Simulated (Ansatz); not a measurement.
Bulk crystal (Si) after relaxation:

```cif
data_structure
_symmetry_space_group_name_H-M 'P 1'
_symmetry_Int_Tables_number 1
_cell_length_a 3.8513
_cell_length_b 3.8513
_cell_length_c 6.3650
_cell_angle_alpha 90.000
_cell_angle_beta 90.000
_cell_angle_gamma 120.000
_cell_volume 81.76
loop_
_atom_site_label
_atom_site_type_symbol
_atom_site_fract_x
_atom_site_fract_y
_atom_site_fract_z
_atom_site_occupancy
Si1 Si 0.33333 0.66667 0.06293 1
Si2 Si 0.66667 0.33333 0.56293 1
Si3 Si 0.33333 0.66667 0.43707 1
Si4 Si 0.66667 0.33333 0.93707 1
```

Miller indices refer to the conventional cell of P6_3/mmc (No. 194), a = 3.851 Å, b = 3.851 Å, c = 6.365 Å, α = 90.00°, β = 90.00°, γ = 120.00°. The bulk's gap is 0.45 eV.

The (001) slab of 8 planes, 10.3 Å thick with 15 Å of vacuum as cut; outer planes Si (top) and Si (bottom).

All numbers below come from Ansatz 0.2.0, DFT PBE, scalar-relativistic, plane waves, PAW. Settings: cutoff 420 eV, Γ-centred mesh 9×9×1 on the computed 8-atom cell, Gaussian smearing of 0.05 eV; no spin polarisation. A dipole correction removes the field between periodic images along c.

This cut of an insulator is polar or leaves open shells, so the slab is metallic here; real surfaces compensate by reconstruction or adsorbates.

Results for the relaxed slab:

| Item | Value |
| --- | --- |
| Surface energy (mean of both faces) | 1.59 J/m² |
| Gap of the slab on the mesh | none (metal or semimetal) |
| Work function | 4.67 eV |

Relaxation lowers the energy by 0.047 J/m² a face; the largest move is 0.108 Å.

```json
{"plane (bottom to top)": "1", "atoms": "Si", "spacing to next, bulk (Å)": "0.801", "relaxed (Å)": "0.673", "change (%)": "-16.0"}
{"plane (bottom to top)": "2", "atoms": "Si", "spacing to next, bulk (Å)": "2.381", "relaxed (Å)": "2.424", "change (%)": "+1.8"}
{"plane (bottom to top)": "3", "atoms": "Si", "spacing to next, bulk (Å)": "0.801", "relaxed (Å)": "0.781", "change (%)": "-2.5"}
{"plane (bottom to top)": "4", "atoms": "Si", "spacing to next, bulk (Å)": "2.381", "relaxed (Å)": "2.376", "change (%)": "-0.2"}
{"plane (bottom to top)": "5", "atoms": "Si", "spacing to next, bulk (Å)": "0.801", "relaxed (Å)": "0.781", "change (%)": "-2.5"}
{"plane (bottom to top)": "6", "atoms": "Si", "spacing to next, bulk (Å)": "2.381", "relaxed (Å)": "2.424", "change (%)": "+1.8"}
{"plane (bottom to top)": "7", "atoms": "Si", "spacing to next, bulk (Å)": "0.801", "relaxed (Å)": "0.673", "change (%)": "-16.0"}
{"plane (bottom to top)": "8", "atoms": "Si", "spacing to next, bulk (Å)": "", "relaxed (Å)": "", "change (%)": ""}
```

Gaps are read on the k points sampled, so a band crossing between them can be missed.

The reference crystal is a form of Si, which isn't its usual structure.